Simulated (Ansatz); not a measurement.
# TaC: computed properties

The calculation used Ansatz, DFT PBE, scalar-relativistic, plane waves, PAW.

Cutoff 420 eV; k points 16×16×16 on the computed 2-atom cell (Γ-centred); Gaussian smearing, width 0.10 eV; no spin polarisation.

The structure is relaxed at this level of theory with its symmetry kept.

```yaml
crystal:
  lattice:
    - [0.00000, 2.23760, 2.23760]
    - [2.23760, 0.00000, 2.23760]
    - [2.23760, 2.23760, 0.00000]
  atoms:
    - { symbol: Ta, position: [0.00000, 0.00000, 0.00000] }
    - { symbol: C, position: [0.50000, 0.50000, 0.50000] }
```

```json
{
  "Space group": "Fm-3m (No. 225)",
  "Volume per atom": "11.20 Å³",
  "Formation energy from the elements' standard states (uncorrected)": "-0.598 eV/atom",
  "Kohn–Sham band gap": "none (metal)",
  "Density of states at the Fermi level": "0.63 states/eV per cell",
  "Löwdin character within 0.5 eV of the Fermi level": "Ta 5d 71 %, C 2p 24 %",
  "Bulk modulus": "324 GPa",
  "Its pressure derivative": "4.2",
  "Bader charges (e)": "Ta (1 in the cell) 1.91, C (1 in the cell) -1.91"
}
```

Spin-orbit coupling is left out, which matters for the bands of heavy elements.